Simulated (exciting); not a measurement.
Consider AgBr, space group Fm-3m.

```cif
data_structure
_symmetry_space_group_name_H-M 'P 1'
_symmetry_Int_Tables_number 1
_cell_length_a 4.0590
_cell_length_b 4.0590
_cell_length_c 4.0590
_cell_angle_alpha 60.000
_cell_angle_beta 60.000
_cell_angle_gamma 60.000
_cell_volume 47.29
loop_
_atom_site_label
_atom_site_type_symbol
_atom_site_fract_x
_atom_site_fract_y
_atom_site_fract_z
_atom_site_occupancy
Ag1 Ag 0.00000 0.00000 0.00000 1
Br2 Br 0.50000 0.50000 0.50000 1
```

Absorber: atom 2, with 6 Ag at 2.87 Å (octahedral, site symmetry m-3m). Method: exciting, all-electron LAPW+lo, PBE, exchange and screened direct term (singlet BSE), 5×5×5 shifted k points, 19 conduction bands, |G+q| up to 3 bohr⁻¹, full RPA screening with nempty = 41, Lorentzian half width 1.26 eV.

The database entry behind the starting cell differs from later determinations by our own check (about 0.6 % short of the room-temperature cell), so it need not match the best structure at ambient conditions.

**Question.** Predict the Br K near-edge structure at this level.

Bound core exciton? Undecided on this mesh: the first bright state (over 5 % of the brightest) lies at 0.13 eV from the Kohn–Sham onset and at -0.35 eV from the lowest bare transition of its own mesh. Maxima (height): 2.3 eV (0.92), 5.7 eV (1.00) and 17.2 eV (0.54).

Energy from the Kohn–Sham onset, core level to the lowest empty state found on the meshes used; Im ε in relative units:

| E (eV) | Im ε |
| --- | --- |
| -8.5 | 0.03 |
| -8.0 | 0.03 |
| -7.5 | 0.03 |
| -7.0 | 0.03 |
| -6.5 | 0.04 |
| -6.0 | 0.04 |
| -5.5 | 0.05 |
| -5.0 | 0.05 |
| -4.5 | 0.06 |
| -4.0 | 0.07 |
| -3.5 | 0.07 |
| -3.0 | 0.09 |
| -2.5 | 0.10 |
| -2.0 | 0.12 |
| -1.5 | 0.15 |
| -1.0 | 0.19 |
| -0.5 | 0.25 |
| 0.0 | 0.34 |
| 0.5 | 0.47 |
| 1.0 | 0.63 |
| 1.5 | 0.79 |
| 2.0 | 0.90 |
| 2.5 | 0.92 |
| 3.0 | 0.88 |
| 3.5 | 0.84 |
| 4.0 | 0.85 |
| 4.5 | 0.90 |
| 5.0 | 0.95 |
| 5.5 | 0.99 |
| 6.0 | 0.99 |
| 6.5 | 0.90 |
| 7.0 | 0.76 |
| 7.5 | 0.62 |
| 8.0 | 0.52 |
| 8.5 | 0.46 |
| 9.0 | 0.41 |
| 9.5 | 0.39 |
| 10.0 | 0.36 |
| 10.5 | 0.34 |
| 11.0 | 0.31 |
| 11.5 | 0.30 |
| 12.0 | 0.31 |
| 12.5 | 0.32 |
| 13.0 | 0.35 |
| 13.5 | 0.39 |
| 14.0 | 0.44 |
| 14.5 | 0.48 |
| 15.0 | 0.51 |
| 15.5 | 0.53 |
| 16.0 | 0.53 |
| 16.5 | 0.53 |
| 17.0 | 0.54 |
| 17.5 | 0.53 |
| 18.0 | 0.51 |
| 18.5 | 0.48 |
| 19.0 | 0.45 |
| 19.5 | 0.44 |
| 20.0 | 0.43 |
| 20.5 | 0.42 |
| 21.0 | 0.42 |
| 21.5 | 0.42 |
| 22.0 | 0.43 |

Binding energies aren't converged on 125 k points. Exchange and the short-range direct term aren't converged in the kernel cutoff. The zero comes from the unshifted 4×4×4 ground-state mesh; it is exact only where the band minimum lies on that mesh. The Kohn–Sham onset, 13308 eV, is no photon energy: the scale needs a rigid shift. Bands and screening come from semilocal DFT, whose small gap overscreens. Vibrations and energy-dependent lifetimes are left out. The structure is a published determination, not relaxed.

[Banner, clock and machine lines of the logs are left out without a mark of their own.]

[Logs are printed without paths, hosts, clocks, repeated set-up lines and the standing remarks that a program may print on its own settings, such as how far it seeks lower states.]

[Hosts, paths, dates, database ids (printed as entryN), source tags and the programs' standing remarks are cut or masked in the printed files.]
